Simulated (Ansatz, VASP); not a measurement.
# Al2Cu: VASP beside Ansatz

The input INCAR:

```
ALGO     = Fast           # electronic algorithm
EDIFF    = 1E-7           # SCF threshold, eV
ENCUT    = 520            # plane-wave cutoff, eV
GGA      = CA             # functional
ISIF     = 2              # what is computed and relaxed
ISMEAR   = 0              # smearing method
LASPH    = T              # aspherical terms in the spheres
LCHARG   = F              # write CHGCAR
LREAL    = F              # projectors in reciprocal space
LWAVE    = F              # write WAVECAR
NBANDS   = 16             # bands
NELM     = 100            # most SCF steps
PREC     = Accurate       # precision mode
SIGMA    = 0.15           # smearing width, eV
```

Contents of KPOINTS:

```
k-points
0
Gamma
  10 10 14
```

Contents of POSCAR:

```
Al2Cu
1.0
    3.8536000000      0.0000000000      0.0000000000
    0.0000000000      3.8536000000      0.0000000000
    0.0000000000      0.0000000000      2.8966000000
Al Cu
2 1
Direct
    0.5000000000      0.0000000000      0.5000000000
    0.0000000000      0.5000000000      0.5000000000
    0.0000000000      0.0000000000      0.0000000000
```

Input for Ansatz:

```yaml
crystal:
  lattice:
    - [3.8536, 0.0, 0.0]
    - [0.0, 3.8536, 0.0]
    - [0.0, 0.0, 2.8966]
  atoms:
    - { symbol: Al, position: [0.5, 0.0, 0.5] }
    - { symbol: Al, position: [0.0, 0.5, 0.5] }
    - { symbol: Cu, position: [0.0, 0.0, 0.0] }
basis:
  ecutwfc: 520.0
kpoints:
  mp_grid: { grid: [10, 10, 14] }
hamiltonian:
  xc: lda
  pseudopotentials: { kind: paw, azcp: { folder: soft_1 } }
scf:
  occupations: { method: gaussian, width: 0.15 }
output:
  forces: true
  stress: true
  eigenvalues: true
```

Alike in both runs: task single point; functional LDA; k mesh 10 × 10 × 14; occupations gaussian, width 0.15 eV; no spin polarisation.

|  | VASP | Ansatz |
| --- | --- | --- |
| version | VASP 6.6.1 | Ansatz 0.2.0 |
| potentials or method | VASP PAW LDA potentials, release 64 (Al, Cu) | scalar-relativistic, plane waves, PAW |
| plane-wave cutoff (eV) | 520 | 520 |
| valence electrons in the cell | 17 | 25 |

|  | VASP | Ansatz | Ansatz less VASP |
| --- | --- | --- | --- |
| gap on the k mesh at the Fermi level (eV) | none | none | - |
| pressure (GPa) | 9.3 | 8.9 | -0.39 |
| largest component of the traceless stress (GPa) | 6.51 | 6.52 | +0.004 |

A gap of «none» marks a metal or a gap that the smearing closes. The two sets of potentials don't hold the same shells in valence. Ansatz warned: «pseudo_functional_mismatch».
